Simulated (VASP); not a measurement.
# GaP (P6_3/mmc) in VASP: relaxation of cell and atoms with PBE

Aim: the relaxation of cell and atoms of GaP with PBE.

Everything below comes from runs of VASP 6.6.1. Logs are shortened: lines on timing, memory, paths and dates and some standing lists are left out, and cuts for length are marked.

### Step 1. The structure

It takes space group P6_3/mmc (No. 194, hexagonal). The conventional cell has a = 3.781 Å, b = 3.781 Å, c = 5.071 Å, α = 90.00°, β = 90.00°, γ = 120.00°. Around Ga (site symmetry -3m) lie 6 P at 2.52 Å and 2 Ga at 2.54 Å. Around P (site symmetry -6m2) lie 6 Ga at 2.52 Å.

The cell was built by a generator and needn't be a form met in nature.

### Step 2. Relaxation of cell and atoms, PBE

INCAR reads:

```
SYSTEM = GaP
PREC = Accurate
ENCUT = 600
EDIFF = 1E-6
ISMEAR = 0
SIGMA = 0.05
LREAL = .FALSE.
LASPH = .TRUE.
NELM = 100
ALGO = Fast
ISIF = 3
LWAVE = .FALSE.
LCHARG = .FALSE.
GGA = PE
IBRION = 2
NSW = 40
EDIFFG = -0.005
```

KPOINTS reads:

```
regular mesh
0
G
  8 8 5
  0 0 0
```

POSCAR reads:

```
GaP
1.0
    3.7812351800      0.0000000000      0.0000000000
   -1.8906175900      3.2746457200      0.0000000000
    0.0000000000      0.0000000000      5.0708722500
Ga P
2 2
Direct
    0.0000000000      0.0000000000      0.0000000000
    0.0000000000      0.0000000000      0.5000000000
    0.3333333300      0.6666666700      0.2500000000
    0.6666666700      0.3333333300      0.7500000000
```

Potentials or basis: VASP PAW PBE potentials, release 64 (Ga_d, P).

Launch:

```bash
$ cat potpaw_PBE.64/Ga_d/POTCAR potpaw_PBE.64/P/POTCAR > POTCAR
$ mpirun -np 1 vasp_std > vasp.out
```

OUTCAR:

```text
SYSTEM = GaP
   PREC = Accurate
   ENCUT = 600
   EDIFF = 1E-6
   ISMEAR = 0
   LREAL = .FALSE.
   LASPH = .TRUE.
   NELM = 100
   ISIF = 3
   GGA = PE
   IBRION = 2
   NSW = 40
   EDIFFG = -0.005

 ion  position               nearest neighbor table
   1  0.000  0.000  0.000-   3 2.52   4 2.52   3 2.52   4 2.52   4 2.52   3 2.52   2 2.54   2 2.54

   2  0.000  0.000  0.500-   3 2.52   4 2.52   3 2.52   4 2.52   4 2.52   3 2.52   1 2.54   1 2.54

   3  0.333  0.667  0.250-   1 2.52   2 2.52   1 2.52   2 2.52   1 2.52   2 2.52
   4  0.667  0.333  0.750-   1 2.52   2 2.52   1 2.52   2 2.52   1 2.52   2 2.52

  LATTYP: Found a hexagonal cell.
 ALAT       =     3.7812351800
 C/A-ratio  =     1.3410623800

  Lattice vectors:

 A1 = (   3.7812351800,   0.0000000000,   0.0000000000)
 A2 = (  -1.8906175900,   3.2746457200,   0.0000000000)
 A3 = (   0.0000000000,   0.0000000000,   5.0708722500)

Analysis of symmetry for initial positions (statically):
=====================================================================
 Subroutine PRICEL returns:
 Original cell was already a primitive cell.

 Routine SETGRP: Setting up the symmetry group for a
 hexagonal supercell.

 Subroutine GETGRP returns: Found 24 space group operations
 (whereof 12 operations were pure point group operations)
 out of a pool of 24 trial point group operations.

The static configuration has the point symmetry D_3d.
 The point group associated with its full space group is D_6h.

Analysis of symmetry for dynamics (positions and initial velocities):
=====================================================================
 Subroutine PRICEL returns:
 Original cell was already a primitive cell.

 Routine SETGRP: Setting up the symmetry group for a
 hexagonal supercell.

 Subroutine GETGRP returns: Found 24 space group operations
 (whereof 12 operations were pure point group operations)
 out of a pool of 24 trial point group operations.

The dynamic configuration has the point symmetry D_3d.
 The point group associated with its full space group is D_6h.

 Subroutine INISYM returns: Found 24 space group operations
 (whereof 12 operations are pure point group operations),
 and found     1 'primitive' translations

----------------------------------------------------------------------------------------

                                     Primitive cell

  volume of cell :      62.7886

  direct lattice vectors                    reciprocal lattice vectors
     3.781235180  0.000000000  0.000000000     0.264463846  0.152688273  0.000000000
    -1.890617590  3.274645720  0.000000000     0.000000000  0.305376546  0.000000000
     0.000000000  0.000000000  5.070872250     0.000000000  0.000000000  0.197204731

  length of vectors
     3.781235180  3.781235177  5.070872250     0.305376546  0.305376546  0.197204731

  position of ions in fractional coordinates (direct lattice)
     0.000000000  0.000000000  0.000000000
     0.000000000  0.000000000  0.500000000
     0.333333330  0.666666670  0.250000000
     0.666666670  0.333333330  0.750000000

  ion indices of the primitive-cell ions
   primitive index   ion index
                 1           1
                 2           2
                 3           3
                 4           4

----------------------------------------------------------------------------------------

 KPOINTS: regular mesh

Automatic generation of k-mesh.
 Grid dimensions read from file:
 generate k-points for:    8    8    5

 Generating k-lattice:

  Cartesian coordinates                     Fractional coordinates (reciprocal lattice)
     0.033057981  0.019086034  0.000000000     0.125000000  0.000000000  0.000000000
     0.000000000  0.038172068  0.000000000     0.000000000  0.125000000  0.000000000
     0.000000000  0.000000000  0.039440946     0.000000000  0.000000000  0.200000000

  Length of vectors
     0.038172068  0.038172068  0.039440946

  Shift w.r.t. Gamma in fractional coordinates (k-lattice)
     0.000000000  0.000000000  0.000000000

 Subroutine IBZKPT returns following result:
 ===========================================

 Found     30 irreducible k-points:

 Following reciprocal coordinates:
            Coordinates               Weight
  0.000000  0.000000  0.000000      1.000000
  0.125000  0.000000  0.000000      6.000000
  0.250000  0.000000  0.000000      6.000000
  0.375000  0.000000  0.000000      6.000000
  0.500000  0.000000  0.000000      3.000000
  0.125000  0.125000  0.000000      6.000000
[... 16 lines left out ...]
  0.250000  0.000000  0.400000     12.000000
  0.375000  0.000000  0.400000     12.000000
 [... further k-points ...]
   k-points           NKPTS =     30   k-points in BZ     NKDIM =     30   number of bands    NBANDS=     22
   number of dos      NEDOS =    301   number of ions     NIONS =      4
   total plane-waves  NPLWV =  37800
   dimension x,y,z NGX =    30 NGY =   30 NGZ =   42
   dimension x,y,z NGXF=    60 NGYF=   60 NGZF=   84
   ions per type =               2   2
   NGX,Y,Z   is equivalent  to a cutoff of  13.19, 13.19, 13.77 a.u.
   NGXF,Y,Z  is equivalent  to a cutoff of  26.38, 26.38, 27.54 a.u.
 SYSTEM =  GaP
   PREC   = accura    normal or accurate (medium, high low for compatibility)
   ISTART =      0    job   : 0-new  1-cont  2-samecut
   ICHARG =      2    charge: 1-file 2-atom 10-const
   ISPIN  =      1    spin polarized calculation?
   LNONCOLLINEAR =      F non collinear calculations
   LSORBIT =      F    spin-orbit coupling
   LASPH  =      T    aspherical Exc in radial PAW
   ENCUT  =  600.0 eV  44.10 Ry    6.64 a.u.   7.55  7.55 10.13*2*pi/ulx,y,z
   NELM   =    100;   NELMIN=  2; NELMDL= -5     # of ELM steps
   EDIFF  = 0.1E-05   stopping-criterion for ELM
   LREAL  =      F    real-space projection
   EDIFFG = -.5E-02   stopping-criterion for IOM
   NSW    =     40    number of steps for IOM
   IBRION =      2    ionic relax: 0-MD 1-quasi-New 2-CG
   NFREE  =      1    steps in history (QN), initial steepest desc. (CG)
   ISIF   =      3    stress and relaxation
   ISYM   =      2    0-nonsym 1-usesym 2-fastsym
   POTIM  = 0.5000    time-step for ionic-motion
   TEBEG  =    0.0;   TEEND  =   0.0 temperature during run
   PSTRESS=    0.0 pullay stress
   NELECT =      36.0000    total number of electrons
   NUPDOWN=      -1.0000    fix difference up-down
   EMIN   =  10.00;   EMAX   =-10.00  energy-range for DOS
   EFERMI =   0.00;   METHOD = LEGACY
   ISMEAR =     0;   SIGMA  =   0.05  broadening in eV -4-tet -1-fermi 0-gaus
   EFERMI_NEDOS =   21; number of points for ismear=-14 and -15
   IALGO  =     68    algorithm
   IMIX   =      4    mixing-type and parameters
     AMIX     =   0.40;   BMIX     =  1.00
     AMIX_MAG =   1.60;   BMIX_MAG =  1.00
  volume/ion in A,a.u.               =      15.70       105.93
  Fermi-wavevector in a.u.,A,eV,Ry     =   1.360031  2.570086 25.166479  1.849684
  Thomas-Fermi vector in A             =   2.486728
   LORBIT       =      0    0 simple, 1 ext, 2 COOP (PROOUT), +10 PAW based schemes
   GGA     = PE    functional components
   LHFCALC =     F    Hartree Fock is set to
   AEXX    =    0.0000 exact exchange contribution
   IVDW    =     0    specifies the selected vdW correction
   LEPSILON=     F    determine dielectric tensor
   LRPA    =     F    only Hartree local field effects (RPA)
 conjugate gradient relaxation of ions
 non-spin polarized calculation
 RMM-DIIS sequential band-by-band and
 Gauss-broadening in eV      SIGMA  =   0.05
  energy-cutoff  :      600.00
  volume of cell :       62.79
 maximum number of plane-waves:      2115
   NGX = 15   NGY = 15   NGZ = 21

--------------------------------------- Ionic step        1  -------------------------------------------

 number of electron      35.9999997 magnetization

 Free energy of the ion-electron system (eV)
  ---------------------------------------------------
  ext. energy  EPLUGINS =         0.00000000
  ---------------------------------------------------
  free energy    TOTEN  =       -15.49227873 eV

  energy without entropy =      -15.49053503  energy(sigma->0) =      -15.49140688

------------------------ aborting loop because EDIFF is reached ----------------------------------------

  FORCE on cell =-STRESS in cart. coord.  units (eV):
  Direction    XX          YY          ZZ          XY          YZ          ZX
  --------------------------------------------------------------------------------------
  -------------------------------------------------------------------------------------
  Total        2.5409056      2.5409056     11.7465747     -0.0000000      0.0000000      0.0000000
  in kB       64.8363306     64.8363305    299.7375454     -0.0000000      0.0000000      0.0000000
  external PRESSURE =     143.1367355 kB  Pullay stress =       0.0000000 kB
[... 95 lines left out ...]
  FREE ENERGIE OF THE ION-ELECTRON SYSTEM (eV)
  ---------------------------------------------------
  free  energy   TOTEN  =       -16.1831809165 eV

  energy  without entropy=      -16.1811874540  energy(sigma->0) =      -16.18218419

[... ionic steps 4 to 10 ...]

--------------------------------------- Ionic step       11  -------------------------------------------

 number of electron      36.0000013 magnetization

------------------------ aborting loop because EDIFF is reached ----------------------------------------

  FORCE on cell =-STRESS in cart. coord.  units (eV):
  Direction    XX          YY          ZZ          XY          YZ          ZX
  --------------------------------------------------------------------------------------
  -------------------------------------------------------------------------------------
  Total       -0.0142300     -0.0142300     -0.0279354      0.0000000      0.0000000      0.0000000
  in kB       -0.3284957     -0.3284957     -0.6448797      0.0000000      0.0000000      0.0000000
  external PRESSURE =      -0.4339570 kB  Pullay stress =       0.0000000 kB
[... 61 lines left out ...]
  energy  without entropy=      -16.4866141404  energy(sigma->0) =      -16.48767061

--------------------------------------- Ionic step       13  -------------------------------------------

 number of electron      36.0000013 magnetization

 Free energy of the ion-electron system (eV)
  ---------------------------------------------------
  ext. energy  EPLUGINS =         0.00000000
  ---------------------------------------------------
  free energy    TOTEN  =       -16.48872998 eV

  energy without entropy =      -16.48660882  energy(sigma->0) =      -16.48766940

 E-fermi :   6.3648     XC(G=0): -10.8963

 val. band max:        6.3486386617   @ k =   0.1250   0.0000   0.4000
 cond. band min:       6.4060271637   @ k =   0.0000   0.0000   0.4000
 fundamental gap:      0.0573885020
 Fermi energy:         6.3647807098

 k-point     1 :       0.0000    0.0000    0.0000
  band No.  band energies     occupation
      1      -8.4530      2.00000
      2      -8.4127      2.00000
      3      -8.4127      2.00000
      4      -8.3490      2.00000
      5      -8.3490      2.00000
      6      -8.3374      2.00000
[... 574 lines left out ...]
      6      -8.3388      2.00000
[... 14 lines left out ...]
     21       9.9313      0.00000
     22      10.7416      0.00000

 [... further k-points ...]

------------------------ aborting loop because EDIFF is reached ----------------------------------------

  FORCE on cell =-STRESS in cart. coord.  units (eV):
  Direction    XX          YY          ZZ          XY          YZ          ZX
  --------------------------------------------------------------------------------------
  -------------------------------------------------------------------------------------
  Total        0.0026859      0.0026859      0.0032455      0.0000000      0.0000000     -0.0000000
  in kB        0.0620144      0.0620144      0.0749368      0.0000000      0.0000000     -0.0000000
  external PRESSURE =       0.0663219 kB  Pullay stress =       0.0000000 kB
[... 19 lines left out ...]
  FREE ENERGIE OF THE ION-ELECTRON SYSTEM (eV)
  ---------------------------------------------------
  free  energy   TOTEN  =       -16.4887299760 eV

  energy  without entropy=      -16.4866088243  energy(sigma->0) =      -16.48766940

 reached required accuracy - stopping structural energy minimisation
```

It took 3.3 min on 1 thread of Intel Xeon Platinum 8559C (Emerald Rapids), shared host; peak memory 0.22 GiB.

What came out:

| Quantity | Value |
| --- | --- |
| Free energy | -16.4887 eV |
| Relaxed volume | 17.35 Å³/atom |
| Relaxed cell | a = 3.613 Å, b = 3.613 Å, c = 6.137 Å, α = 90.00°, β = 90.00°, γ = 120.00° |
| Space group after relaxing (to 0.05 Å) | P6_3/mmc (No. 194) |
| Energy gained by relaxing | 249.1 meV/atom |
| Ionic steps | 13 |
| Pressure after relaxing | 0.0 GPa |
| Band gap on the k mesh | none (metal or under the smearing width) |

Step by step:
```tsv
step	energy change (eV)	largest force (eV/Å)	pressure (GPa)	volume (Å³)
1	0.0000	0.0000	14.31	62.79
2	-0.6763	0.0000	-5.33	76.14
3	-0.6909	0.0000	-3.39	74.01
4	-0.9081	0.0000	-2.09	71.74
5	-0.9961	0.0000	0.30	69.14
6	-0.9960	0.0000	0.32	69.03
7	-0.9964	0.0000	-0.11	69.44
8	-0.9964	0.0000	0.04	69.39
9	-0.9964	0.0000	-0.06	69.40
10	-0.9964	0.0000	0.05	69.39
11	-0.9964	0.0000	-0.04	69.40
12	-0.9964	0.0000	-0.05	69.41
13	-0.9965	0.0000	0.01	69.39
```

Final structure:
```yaml
crystal:
  lattice:
    - [3.61323, 0.00000, 0.00000]
    - [-1.80662, 3.12915, 0.00000]
    - [0.00000, 0.00000, 6.13729]
  atoms:
    - { symbol: Ga, position: [0.00000, 0.00000, 0.00000] }
    - { symbol: Ga, position: [0.00000, 0.00000, 0.50000] }
    - { symbol: P, position: [0.33333, 0.66667, 0.25000] }
    - { symbol: P, position: [0.66667, 0.33333, 0.75000] }
```

Levels at points of the mesh, in eV from the Fermi level:
```tsv
k point	band 14	band 15	band 16	band 17	band 18	band 19	band 20	band 21	band 22
(0.00, 0.00, 0.00)	-0.33	-0.18	-0.18	0.31	0.31	0.82	3.11	5.04	5.04
(0.50, 0.00, 0.00)	-5.19	-4.47	-4.27	-2.51	0.11	1.32	1.66	2.96	3.09
```
